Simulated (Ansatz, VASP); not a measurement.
## One calculation of Pb, two programs

```
Pb
1.0
     1.83331    1.05846    5.49415
    -1.83331    1.05846    5.49415
     0.00000   -2.11692    5.49415
Pb
2
Direct
  0.25000 0.25000 0.25000
  0.75000 0.75000 0.75000
```

Alike in both runs: functional PBE; k mesh 6 × 6 × 6; occupations gaussian, width 0.1 eV; no spin polarisation.

Ansatz relaxed the structure, and its values are those at the end. VASP's run is a single point on that final structure, the one shown.

```csv
,VASP,Ansatz
version,VASP 6.6.1,Ansatz 0.2.0
potentials or method,"VASP PAW PBE potentials, release 64 (Pb_d)","scalar-relativistic, plane waves, PAW"
plane-wave cutoff (eV),520,420
valence electrons in the cell,28,28
```

```tsv
	VASP	Ansatz	Ansatz less VASP
gap on the k mesh at the Fermi level (eV)	none	none	-
pressure (GPa)	0.3	0.4	+0.05
```

A gap of «none» marks a metal or a gap that the smearing closes. With one functional, cell and mesh, what is left measures potentials, basis and numerics.

The runs have no spin-orbit coupling, so splittings on Pb are missing.
